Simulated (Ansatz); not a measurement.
# A frame of liquid Al2O3 from 2363 K (220 atoms): geometry optimisation

How does a frame of liquid Al2O3 from 2363 K (220 atoms) relax, and what do bonds, charges and levels look like afterwards?

Main program and level: Ansatz 0.2.0; Kohn-Sham DFT, PBE, PAW (set soft_2), plane waves.

### Step 1. The starting structure

The cell holds 220 atoms: 88 Al and 132 O. Its edges and angles: a = 13.644 Å, b = 13.644 Å, c = 13.644 Å, α = 90.0°, β = 90.0°, γ = 90.0°. 220 atoms (88 Al, 132 O) placed at random at 2.93 g/cm³, melted at 4500 K for 20 ps at fixed volume with the Morse and Coulomb pair potential with partial charges (Pedone, Malavasi, Menziani, Cormack and Segre, J. Phys. Chem. B 110, 11780 (2006)). Snapshot at the end of a hold of 20 ps at 2363 K and fixed volume.

Before any run, some limits are plain. The starting topology of bonds comes from the classical model. The Brillouin zone is sampled at Γ only, in a cell whose shortest periodic width is 14 Å.

### Step 2. Single point at the start

A single point comes first, to see the forces before anything moves.

File input.yaml:

```yaml
crystal:
  lattice:
    - [13.6438, 0.0, 0.0]
    - [0.0, 13.6438, 0.0]
    - [0.0, 0.0, 13.6438]
  atoms:
    - { symbol: Al, position: [0.09562, 0.29061, 0.07516] }
    - { symbol: Al, position: [0.66768, 0.27562, 0.21043] }
    - { symbol: Al, position: [0.75453, 0.08786, 0.34498] }
    - { symbol: Al, position: [0.22474, 0.31674, 0.33586] }
    - { symbol: Al, position: [0.61301, 0.92456, 0.50813] }
    - { symbol: Al, position: [0.72161, 0.0285, 0.90387] }
    - { symbol: Al, position: [0.7338, 0.36455, 0.04202] }
    - { symbol: Al, position: [0.12013, 0.25417, 0.48806] }
    - { symbol: Al, position: [0.76795, 0.27019, 0.85211] }
    - { symbol: Al, position: [0.39395, 0.49177, 0.91394] }
    - { symbol: Al, position: [0.01424, 0.76779, 0.80116] }
    - { symbol: Al, position: [0.53689, 0.3187, 0.35096] }
    - { symbol: Al, position: [0.91968, 0.22106, 0.37278] }
    - { symbol: Al, position: [0.62772, 0.17693, 0.98348] }
    - { symbol: Al, position: [0.47071, 0.75317, 0.17586] }
    - { symbol: Al, position: [0.55108, 0.74045, 0.41222] }
    - { symbol: Al, position: [0.44439, 0.53977, 0.49537] }
    - { symbol: Al, position: [0.12362, 0.9227, 0.13157] }
    - { symbol: Al, position: [0.9192, 0.13484, 0.58036] }
    - { symbol: Al, position: [0.00115, 0.39604, 0.33399] }
    - { symbol: Al, position: [0.40245, 0.17824, 0.97485] }
    - { symbol: Al, position: [0.69076, 0.64393, 0.80392] }
    - { symbol: Al, position: [0.44617, 0.08871, 0.52528] }
    - { symbol: Al, position: [0.82151, 0.53534, 0.93492] }
    - { symbol: Al, position: [0.90923, 0.94438, 0.81943] }
    - { symbol: Al, position: [0.09171, 0.99955, 0.61077] }
    - { symbol: Al, position: [0.57028, 0.61126, 0.98265] }
    - { symbol: Al, position: [0.79165, 0.07756, 0.14151] }
    - { symbol: Al, position: [0.05449, 0.59852, 0.70211] }
    - { symbol: Al, position: [0.74581, 0.63343, 0.40018] }
    - { symbol: Al, position: [0.95242, 0.11176, 0.78926] }
    - { symbol: Al, position: [0.16531, 0.78366, 0.33065] }
    [... 182 atom lines left out ...]
    - { symbol: O, position: [0.43813, 0.3274, 0.93737] }
    - { symbol: O, position: [0.676, 0.14382, 0.1472] }
    - { symbol: O, position: [0.02167, 0.98205, 0.12074] }
    - { symbol: O, position: [0.16749, 0.60723, 0.14317] }
    - { symbol: O, position: [0.08384, 0.6878, 0.30506] }
    - { symbol: O, position: [0.2434, 0.24626, 0.98164] }
kpoints:
  mp_grid: { grid: [1, 1, 1] }
hamiltonian:
  xc: pbe
scf:
  occupations: { method: gaussian, width: 0.025 }
output:
  forces: true
  stress: true
  populations: true
  dos:
    method: { smearing: { sigma: 0.15 } }
    de: 0.1
    projected: { site_lists: { Al: [Al], O: [O] } }
  eigenvalues: true
```

The run is started by

```
ansatz run input.yaml --threads 4 --pin off --max-ram 8192MiB --backend cpu --events-out ev --progress --plain --runs-dir out
```

Numbers of over 12 decimals in the logs are rounded to 6 here.

Output:

```text
Engine: ansatz 0.2.0, x86_64-unknown-linux-gnu
Pseudopotentials: kind: paw
Pseudopotential: Al, paw, valence charge 3, recommended cutoff 420 eV (normal), Al.paw.azcp
Pseudopotential: O, paw, valence charge 6, recommended cutoff 420 eV (normal), O.paw.azcp
Functional definition: PBE
  parameter kappa = 0.804
  parameter beta = 0.066725
  exchange = pbe_x(kappa = kappa, mu = beta*pi^2/3)
  correlation = pbe_c(beta = beta)
Crystal: 220 atoms, lattice volume = 2539.838 Å³
Basis set: ecut = 420 eV, 49509 PW (Γ), exchange–correlation on 192×192×192 points (8 copies of the dense FFT grid, shifted against one another)
Bands: 748, of which v1, the nominal top of the filled ones, is band 528 counted from 1 (527 counted from 0)
Symmetry: 1 space group operations
Space group: P1 (ITA 1), of the structure as read, at distance tolerance 1.4e-4 Å
k-points: 1
Non-local potential: Al, projectors of the file, l = 0: 2, l = 1: 2, l = 2: 1
Non-local potential: O, projectors of the file, l = 0: 2, l = 1: 2, l = 2: 1
PAW form: soft (Blöchl's): semilocal exchange-correlation on the pseudo side does not see the compensation charge
PAW one-centre angular grid: Al, 110 points (default); XC on 64 Gauss nodes
PAW one-centre angular grid: O, 110 points (default); XC on 64 Gauss nodes
Initial density: superposition of atomic densities (neutral atoms: chi_scale 0, normalization atom), corrected by the library's trained network
Initial wavefunctions: pseudopotential atomic-orbital guess
Functional: x = pbe(κ = 0.804, μ = 0.219515), c = pbe(β = 0.066725)
SCF iter   1: F=—  HF=-122398.252879 eV  |F-HF|=—  |Δ(HF+E_count)|=         —  Δρ=3.48e-3  dr2=5.09e-1  ethr=1.77e-3  ⟨swp⟩=6.0  Hψ=3376  notcnv=0  defer=93
preconditioner: auto → Resta (q_TF=auto, 2.357 Å⁻¹)  ε∞=3.6  [insulator: Δε(μ)=1.546 eV  Ē_g=14.799 eV  σ=0.025 eV  W_gap=1.00  n_scr=586 (ndim 8)  ℏωp=23.9 eV  f_vac=0.060  D(μ)=0.00/eV (n_scr^D=0)  ε∞_Penn≈3.6]
SCF iter   2: F=—  HF=-122398.170270 eV  |F-HF|=—  |Δ(HF+E_count)|=   8.26e-2  Δρ=1.92e-3  dr2=1.25e-1  ethr=4.82e-5  ⟨swp⟩=3.0  Hψ=1294  notcnv=0  defer=211
SCF iter   3: F=—  HF=-122398.164368 eV  |F-HF|=—  |Δ(HF+E_count)|=   5.90e-3  Δρ=9.19e-4  dr2=3.65e-2  ethr=1.19e-5  ⟨swp⟩=2.0  Hψ=967  notcnv=0  defer=211
SCF iter   4: F=—  HF=-122398.160226 eV  |F-HF|=—  |Δ(HF+E_count)|=   4.14e-3  Δρ=3.11e-4  dr2=2.66e-3  ethr=3.46e-6  ⟨swp⟩=2.0  Hψ=955  notcnv=0  defer=211
SCF iter   5: F=—  HF=-122398.160643 eV  |F-HF|=—  |Δ(HF+E_count)|=   4.17e-4  Δρ=2.29e-4  dr2=1.17e-3  ethr=2.52e-7  ⟨swp⟩=2.0  Hψ=988  notcnv=0  defer=211
SCF iter   6: F=—  HF=-122398.160586 eV  |F-HF|=—  |Δ(HF+E_count)|=   5.68e-5  Δρ=5.14e-5  dr2=7.78e-5  ethr=1.11e-7  ⟨swp⟩=2.0  Hψ=980  notcnv=0  defer=211
SCF iter   7: F=—  HF=-122398.159826 eV  |F-HF|=—  |Δ(HF+E_count)|=   7.60e-4  Δρ=3.35e-5  dr2=2.77e-5  ethr=7.37e-9  ⟨swp⟩=2.0  Hψ=1276  notcnv=0  defer=211
SCF iter   8: F=—  HF=-122398.159833 eV  |F-HF|=—  |Δ(HF+E_count)|=   7.25e-6  Δρ=1.14e-5  dr2=3.89e-6  ethr=2.63e-9  ⟨swp⟩=2.0  Hψ=1029  notcnv=0  defer=211
SCF iter   9: F=—  HF=-122398.159836 eV  |F-HF|=—  |Δ(HF+E_count)|=   3.10e-6  Δρ=5.46e-6  dr2=7.68e-7  ethr=3.68e-10  ⟨swp⟩=2.0  Hψ=980  notcnv=0  defer=211
SCF iter  10: F=—  HF=-122398.159837 eV  |F-HF|=—  |Δ(HF+E_count)|=   2.43e-7  Δρ=2.45e-6  dr2=1.52e-7  ethr=7.28e-11  ⟨swp⟩=2.0  Hψ=1054  notcnv=0  defer=211
SCF iter  11: F=-122398.159837 eV  HF=-122398.159837 eV  |F-HF|=8.67e-9  |Δ(HF+E_count)|=   8.15e-8  Δρ=8.47e-7  dr2=2.16e-8  ethr=9.47e-12  ⟨swp⟩=18.0  Hψ=3912  notcnv=0
SCF 1 converged in 11 iterations: F = -122398.159837 eV  dr2 = 2.16e-8
  greatest PAW one-centre occupation: 0.881 electrons in one spin orbital (limit 2), on the O atom at site 203 (counted from 0), in its partial waves of l = 0
SCF converged after 11 iterations
Free energy (F): -122398.159837 eV
Harris-Foulkes:  -122398.159837 eV  (|F-HF|=8.67e-9)
Internal energy: -122398.159837 eV  (E = F + TS)
E sigma→0 (E₀):  -122398.159837 eV
Fermi energy:    6.516493 eV
--- Per-component energies (eV) ---
  E_band       = -2088.230022
  E_kinetic    = 25776.324875
  E_local      = -62901.686923  (includes V_loc(G=0)·N_el)
  E_nonlocal   = 7221.747120
  E_hartree    = 24064.975120
  E_xc         = -13385.508762
  E_vxc        = -15170.072195  (∫ρ·V_xc dr)
  E_paw        = -62092.812410  (= ΣΔE_a)
  E_vpaw       = -5144.824200  (= ΣTr[D̂ρ^β])
  E_aug_tail   = 0.331528  (compensation charges beyond the density's cutoff)
  E_ewald      = -41081.530383
  E_smearing   = -0.000000  (= −TS)
  E_closure    = 0.000000  (closes the sum)
  Σ components = -122398.159837   (vs F -122398.159837, Δ=0.00e0)
--- Forces (eV/Å), atoms counted from 1 ---
  atom   1  Al    -3.83795490    -1.94390508    -1.00322288
  atom   2  Al     0.87107403     1.56136380    -0.88440918
  atom   3  Al     0.41139135    -1.84013874     2.81583564
  atom   4  Al    -1.43105538     0.41372688     3.60465687
  atom   5  Al     1.64824604     4.40116355    -1.49324586
  atom   6  Al    -0.26512926     0.19842880     1.15954890
  atom   7  Al    -0.70410734    -0.92243848    -1.33682700
  atom   8  Al    -1.06229269    -0.08231152    -1.08727968
  atom   9  Al     4.76004376    -3.57303373     7.23766713
  atom  10  Al     1.68586967     1.47831842     0.08207289
  atom  11  Al    -1.75657133     1.94500765    -1.03059518
  atom  12  Al    -2.68970492     1.00846911     6.43426567
  atom  13  Al    -2.01211031    -0.09150849     2.62170503
  atom  14  Al    -3.62461145    -3.48729571     1.63888100
[...]
atom 219  O      2.14755053     0.89479660     0.98666233
  atom 220  O      1.09663968     0.13119065    -0.62757751
  max |Σ_I F_I| component: 1.53e-4 eV/Å
--- Stress (GPa, compression-positive) ---
        7.051609      -0.976476       0.117643
       -0.976483       9.654151      -0.209441
        0.117644      -0.209447       7.996852
  P = ⅓ Tr σ = 8.2342 GPa (82.342 kbar)
--- Band table (eV) ---
  k-point 0: bands = ["-15.9104", "-15.4243", "-15.3487", "-15.1582", [... 732 levels ...], "15.5300", "15.5523", "15.5909", "15.6000", "15.6121", "15.6359", "15.6626", "15.6960", "15.7125", "15.7512", "15.7718", "15.7948"]
--- Löwdin populations: 220 sites ---
  site symbol       q [e]
     0     Al      1.6217
     1     Al      1.6741
     2     Al      1.7112
[...]
219      O      6.7710
  spilling = 0.008888 (of n_electrons = 1056.000000)
```

It took 30 s on 4 threads of AMD EPYC 9R45, shared host; peak memory 4.5 GiB.

The run gave:

| Item | Value |
| --- | --- |
| free energy | -122398.1598 eV |
| free energy per atom | -556.3553 eV/atom |
| SCF cycles | 11 |
| pressure | 8.234 GPa |
| r.m.s. force component | 2.417 eV/Å |
| longest force | 12.91 eV/Å |
| Fermi energy | 6.516 eV |
| gap (highest filled to lowest empty level) | 1.254 eV |
| spilling of the projection | 0.008888 |

The r.m.s. force component of 2.4 eV/Å and the pressure of 8.2 GPa set the starting point.

Neighbours are counted within 2.49 Å (O-Al).

Length of the force by element and coordination:

```csv
element,coordination,atoms,mean length of the force (eV/Å),spread,least,most
Al,all,88,4.32,2.26,0.54,12.9
Al,3,2,3.00,1.31,1.69,4.31
Al,4,38,4.65,2.32,0.54,12.9
Al,5,43,4.05,2.25,0.785,10.7
Al,6,5,4.70,1.59,2.24,7.05
O,all,132,3.15,1.85,0.304,9.85
O,2,22,3.12,1.56,0.512,6.85
O,3,81,3.33,1.82,0.304,8.96
O,4,29,2.65,2.04,0.494,9.85
```

### Step 3. Relaxation

With the cell held, the atoms are moved downhill towards a nearby minimum.

input.yaml, the sections that differ from step 2:

```yaml
output:
  forces: true
relax:
  f_tol: 0.05
  max_steps: 159
# crystal, kpoints, hamiltonian, scf: as in step 2
```

Output:

```text
[...]
Crystal: 220 atoms, lattice volume = 2539.838 Å³
Basis set: ecut = 420 eV, 49509 PW (Γ), exchange–correlation on 192×192×192 points (8 copies of the dense FFT grid, shifted against one another)
Bands: 748, of which v1, the nominal top of the filled ones, is band 528 counted from 1 (527 counted from 0)
Symmetry: 1 space group operations
[...]
k-points: 1
[...]
SCF iter   1: F=—  HF=-122398.252878 eV  |F-HF|=—  |Δ(HF+E_count)|=         —  Δρ=3.48e-3  dr2=5.09e-1  ethr=1.77e-3  ⟨swp⟩=6.0  Hψ=3376  notcnv=0  defer=93
[...]
SCF iter   7: F=-122398.159824 eV  HF=-122398.159826 eV  |F-HF|=2.73e-6  |Δ(HF+E_count)|=   4.09e-5  Δρ=3.27e-5  dr2=2.73e-5  ethr=5.92e-9  ⟨swp⟩=4.0  Hψ=2164  notcnv=0
SCF 1 converged in 7 iterations: F = -122398.159824 eV  dr2 = 2.73e-5
[...]
relax step   1: F+E_penalty+E_count = -122398.15982353 eV  Δ(F+E_penalty+E_count) = +0.000e0 eV  max|allowed force component| = 1.157e1 eV/Å  Δτ_max = 0.0000 Å  (7 SCF iters, dr2 threshold 6.25e-5 eV, accepted)
[...]
relax step   2: F+E_penalty+E_count = -122435.31526465 eV  Δ(F+E_penalty+E_count) = -3.716e1 eV  max|allowed force component| = 5.923e0 eV/Å  Δτ_max = 0.1947 Å  (8 SCF iters, dr2 threshold 1.00e-4 eV, accepted)
[...]
relax step   3: F+E_penalty+E_count = -122461.48767454 eV  Δ(F+E_penalty+E_count) = -2.617e1 eV  max|allowed force component| = 1.878e0 eV/Å  Δτ_max = 0.1949 Å  (8 SCF iters, dr2 threshold 1.00e-4 eV, accepted)
relax step   4: F+E_penalty+E_count = -122469.67315804 eV  Δ(F+E_penalty+E_count) = -8.185e0 eV  max|allowed force component| = 1.084e0 eV/Å  Δτ_max = 0.1949 Å  (8 SCF iters, dr2 threshold 1.00e-4 eV, accepted)
relax step   5: F+E_penalty+E_count = -122473.76718353 eV  Δ(F+E_penalty+E_count) = -4.094e0 eV  max|allowed force component| = 1.084e0 eV/Å  Δτ_max = 0.1986 Å  (7 SCF iters, dr2 threshold 1.00e-4 eV, accepted)
relax step   6: F+E_penalty+E_count = -122477.35455175 eV  Δ(F+E_penalty+E_count) = -3.587e0 eV  max|allowed force component| = 8.573e-1 eV/Å  Δτ_max = 0.1965 Å  (7 SCF iters, dr2 threshold 1.00e-4 eV, accepted)
relax step   7: F+E_penalty+E_count = -122479.54292615 eV  Δ(F+E_penalty+E_count) = -2.188e0 eV  max|allowed force component| = 6.671e-1 eV/Å  Δτ_max = 0.1950 Å  (6 SCF iters, dr2 threshold 1.00e-4 eV, accepted)
relax step   8: F+E_penalty+E_count = -122481.47732396 eV  Δ(F+E_penalty+E_count) = -1.934e0 eV  max|allowed force component| = 3.919e-1 eV/Å  Δτ_max = 0.2000 Å  (7 SCF iters, dr2 threshold 1.00e-4 eV, accepted)
relax step   9: F+E_penalty+E_count = -122482.77788852 eV  Δ(F+E_penalty+E_count) = -1.301e0 eV  max|allowed force component| = 4.374e-1 eV/Å  Δτ_max = 0.1905 Å  (7 SCF iters, dr2 threshold 5.30e-5 eV, accepted)
relax step  10: F+E_penalty+E_count = -122483.52712147 eV  Δ(F+E_penalty+E_count) = -7.492e-1 eV  max|allowed force component| = 3.928e-1 eV/Å  Δτ_max = 0.2000 Å  (6 SCF iters, dr2 threshold 6.61e-5 eV, accepted)
relax step  11: F+E_penalty+E_count = -122484.13549338 eV  Δ(F+E_penalty+E_count) = -6.084e-1 eV  max|allowed force component| = 1.125e-1 eV/Å  Δτ_max = 0.2000 Å  (7 SCF iters, dr2 threshold 1.00e-4 eV, accepted)
relax step  12: F+E_penalty+E_count = -122484.43816292 eV  Δ(F+E_penalty+E_count) = -3.027e-1 eV  max|allowed force component| = 2.168e-1 eV/Å  Δτ_max = 0.2000 Å  (11 SCF iters, accepted)
relax step  13: F+E_penalty+E_count = -122484.69490280 eV  Δ(F+E_penalty+E_count) = -2.567e-1 eV  max|allowed force component| = 4.156e-1 eV/Å  Δτ_max = 0.1948 Å  (8 SCF iters, dr2 threshold 3.86e-6 eV, accepted)
relax step  14: F+E_penalty+E_count = -122485.03679846 eV  Δ(F+E_penalty+E_count) = -3.419e-1 eV  max|allowed force component| = 3.549e-1 eV/Å  Δτ_max = 0.1983 Å  (6 SCF iters, dr2 threshold 1.00e-4 eV, accepted)
relax step  15: F+E_penalty+E_count = -122485.56168458 eV  Δ(F+E_penalty+E_count) = -5.249e-1 eV  max|allowed force component| = 3.426e-1 eV/Å  Δτ_max = 0.2000 Å  (6 SCF iters, dr2 threshold 9.18e-5 eV, accepted)
relax step  16: F+E_penalty+E_count = -122485.95277857 eV  Δ(F+E_penalty+E_count) = -3.911e-1 eV  max|allowed force component| = 4.330e-1 eV/Å  Δτ_max = 0.2000 Å  (6 SCF iters, dr2 threshold 8.56e-5 eV, accepted)
relax step  17: F+E_penalty+E_count = -122486.33221909 eV  Δ(F+E_penalty+E_count) = -3.794e-1 eV  max|allowed force component| = 1.139e-1 eV/Å  Δτ_max = 0.2000 Å  (6 SCF iters, dr2 threshold 1.00e-4 eV, accepted)
relax step  18: F+E_penalty+E_count = -122486.52763531 eV  Δ(F+E_penalty+E_count) = -1.954e-1 eV  max|allowed force component| = 1.324e-1 eV/Å  Δτ_max = 0.2000 Å  (11 SCF iters, accepted)
relax step  19: F+E_penalty+E_count = -122486.53655691 eV  Δ(F+E_penalty+E_count) = -8.922e-3 eV  max|allowed force component| = 4.907e-1 eV/Å  Δτ_max = 0.1950 Å  (10 SCF iters, accepted)
relax step  20: F+E_penalty+E_count = -122486.71836284 eV  Δ(F+E_penalty+E_count) = -1.818e-1 eV  max|allowed force component| = 2.313e-1 eV/Å  Δτ_max = 0.2000 Å  (6 SCF iters, dr2 threshold 1.00e-4 eV, accepted)
relax step  21: F+E_penalty+E_count = -122486.86607404 eV  Δ(F+E_penalty+E_count) = -1.477e-1 eV  max|allowed force component| = 4.678e-1 eV/Å  Δτ_max = 0.2000 Å  (7 SCF iters, dr2 threshold 1.19e-5 eV, accepted)
relax step  22: F+E_penalty+E_count = -122487.15522111 eV  Δ(F+E_penalty+E_count) = -2.891e-1 eV  max|allowed force component| = 3.297e-1 eV/Å  Δτ_max = 0.2000 Å  (6 SCF iters, dr2 threshold 4.86e-5 eV, accepted)
relax step  23: F+E_penalty+E_count = -122487.26226498 eV  Δ(F+E_penalty+E_count) = -1.070e-1 eV  max|allowed force component| = 7.544e-2 eV/Å  Δτ_max = 0.1404 Å  (6 SCF iters, dr2 threshold 5.40e-5 eV, accepted)
[...]
relax step  24: F+E_penalty+E_count = -122487.26867981 eV  Δ(F+E_penalty+E_count) = -6.415e-3 eV  max|allowed force component| = 3.238e-2 eV/Å  Δτ_max = 0.0239 Å  (8 SCF iters, accepted)
SCF converged after 8 iterations
Free energy (F): -122487.268680 eV
[...]
Internal energy: -122487.268680 eV  (E = F + TS)
E sigma→0 (E₀):  -122487.268680 eV
Fermi energy:    6.320511 eV
[...]
--- Forces (eV/Å), atoms counted from 1 ---
  atom   1  Al    -0.00172668     0.00381508    -0.00697611
  atom   2  Al     0.00563930     0.01131453    -0.01709135
  atom   3  Al     0.00829049     0.00123803    -0.00327119
  atom   4  Al    -0.00421779     0.00171221     0.00016877
  atom   5  Al    -0.00466274    -0.00699543     0.02110488
  atom   6  Al     0.01183618    -0.01684158    -0.00776802
  atom   7  Al     0.00565951     0.01153726    -0.01654552
  atom   8  Al     0.00595064     0.00791174     0.01194612
  atom   9  Al    -0.00107896     0.00259264    -0.00169880
  atom  10  Al     0.00002553     0.00850321    -0.01298873
  atom  11  Al     0.00973578    -0.01653975     0.00433058
  atom  12  Al     0.00282689     0.01045208     0.00590551
  atom  13  Al    -0.00027993     0.01622214    -0.00555396
  atom  14  Al    -0.01088365     0.00482141    -0.00541583
[...]
atom 219  O      0.00153440    -0.00332848     0.01027914
  atom 220  O      0.00189933    -0.00379821     0.00069486
  max |Σ_I F_I| component: 1.27e-4 eV/Å
--- Relaxed structure (24 steps of the walk, 24 accepted, 0 SCFs on fresh bases) ---
  F+E_penalty+E_count = -122487.26867981 eV   max|allowed force component| = 3.238e-2 eV/Å
  atoms:
    - { symbol: Al, position: [0.079479, 0.307641, 0.101472] }
    - { symbol: Al, position: [0.667430, 0.290840, 0.237269] }
    - { symbol: Al, position: [0.756324, 0.071817, 0.335031] }
    - { symbol: Al, position: [0.205186, 0.325164, 0.338371] }
[...]
- { symbol: O, position: [0.270275, 0.255088, 0.971391] }
```

Elapsed: 5.2 min, on 4 threads; peak memory 4.4 GiB; 20 min of CPU time.

Step by step (22 of 24):

```csv
step,energy less that of the first step (eV),largest force component (eV/Å)
1,0.0000,11.5675
2,-37.1554,5.9234
3,-63.3279,1.8778
4,-71.5133,1.0843
5,-75.6074,1.0837
6,-79.1947,0.8573
8,-83.3175,0.3919
9,-84.6181,0.4374
10,-85.3673,0.3928
11,-85.9757,0.1125
12,-86.2783,0.2168
13,-86.5351,0.4156
14,-86.8770,0.3549
15,-87.4019,0.3426
16,-87.7930,0.4330
17,-88.1724,0.1139
19,-88.3767,0.4907
20,-88.5585,0.2313
21,-88.7063,0.4678
22,-88.9954,0.3297
23,-89.1024,0.0754
24,-89.1089,0.0324
```

The atoms that moved most (Å):

```csv
atom,dx,dy,dz,length
O190,-1.051,-0.093,-0.840,1.349
O199,0.895,-0.430,-0.688,1.208
O182,-0.243,-0.946,0.684,1.193
Al79,0.089,-1.159,0.055,1.164
O90,0.222,-0.967,-0.523,1.121
O89,-1.047,0.268,0.151,1.092
O180,-0.693,-0.574,0.546,1.052
O206,0.326,0.560,-0.817,1.043
```

The relaxation changed the energy by -405 meV/atom, and atoms moved by 0.57 Å r.m.s., 1.3 Å at most.

[end of part 1 of 2]

[Logs are printed without paths, hosts, clocks, repeated set-up lines and the standing remarks that a program may print on its own settings, such as how far it seeks lower states.]

[Hosts, paths, dates, database ids (printed as entryN), source tags and the programs' standing remarks are cut or masked in the printed files.]
